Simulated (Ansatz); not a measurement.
Crystal: SnO.

```
CELL_PARAMETERS angstrom
3.81370 0.00000 0.00000
0.00000 3.81370 0.00000
0.00000 0.00000 4.88691
ATOMIC_POSITIONS crystal
Sn 0.50000 0.00000 0.76463
Sn 0.00000 0.50000 0.23537
O 0.00000 0.00000 0.00000
O 0.50000 0.50000 0.00000
```

The cell is a database's computed one.

Base run:

```yaml
Program: Ansatz 0.2.0
Functional: exchange-only PBE
Potentials_or_basis: Ansatz PAW
Cutoff: 420 eV
Density_cutoff: 1680 eV
k_mesh: 7 × 7 × 6
Occupations: fermi-dirac, width 0.05 eV
Spin: no spin polarisation
```

Its results: band gap on the k mesh 0.53 eV, indirect (least direct gap 2.24 eV); pressure 16.0 GPa; largest force 1.182 eV/Å.

Task: After a change of settings the same cell gave: band gap on the k mesh 0.36 eV, indirect (least direct gap 2.09 eV); pressure 6.2 GPa; largest force 0.554 eV/Å. Which change was it?
A. functional from exchange-only PBE to RPBE
B. functional from exchange-only PBE to LDA; occupations from fermi-dirac, width 0.05 eV to gaussian, width 0.1 eV
C. functional from exchange-only PBE to BPBE
D. functional from exchange-only PBE to PBE; potentials or basis from Ansatz PAW to Ansatz NC; cutoff from 420 eV to 1240 eV; density cutoff from 1680 eV to 4960 eV

Result: A.

Caveats: the potentials were made for another functional, which shifts forces and pressure; the k mesh misses the band edges, so the gap on the mesh is wider than the one along the path; spin-orbit coupling is left out, which moves the levels of the heavy elements; the PAW data sets come from PBE, with cores solved anew for the run's functional, which leaves a small shift of forces and pressure; so large a pressure means that the cell lies far from this level's equilibrium, or that cutoff or potentials fall short (some runs).

Not every run made on this cell is shown here.
